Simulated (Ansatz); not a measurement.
# Phase order of Cd

Structure types of Cd are relaxed in primitive cells with their symmetry kept at 0 GPa, first on PAW files, then by LAPW. The enthalpy is E + pV at zero temperature, without zero-point motion. Only the types listed were tried, and differences under about 5 meV/atom are mesh noise. The real phase may be another.

All numbers are PBE results (scalar-relativistic) from Ansatz 0.2.0, with Fermi–Dirac smearing of 0.05 eV, no spin polarisation. Methods: LAPW: all electrons, basis error target 0.5 meV/atom; PAW: frozen-core files, cutoff 420 eV.

k meshes: fcc 16×16×16, bcc 16×16×16, hcp 15×15×8, sc 14×14×14, diamond 12×12×12.

Q: Which type is lowest in enthalpy, and by how much?

A: fcc, 3 meV/atom below hcp, which is within the noise of the k meshes. The whole table:

| start type | ends as | a, b, c (Å) | V (Å³/atom) | H − H(lowest), LAPW (meV/atom) | same, PAW |
| --- | --- | --- | --- | --- | --- |
| fcc | fcc, Fm-3m | 4.508, 4.508, 4.508 | 22.90 | 0.0 | 0.0 |
| bcc | bcc, Im-3m | 3.600, 3.600, 3.600 | 23.33 | 42.5 | 42.5 |
| hcp | hcp, P6_3/mmc | 3.204, 3.204, 5.095 | 22.64 | 2.6 | 2.6 |
| sc | sc, Pm-3m | 2.997, 2.997, 2.997 | 26.91 | 113.8 | 113.8 |
| diamond | diamond, Fd-3m | 6.689, 6.689, 6.689 | 37.41 | 319.0 | 319.1 |
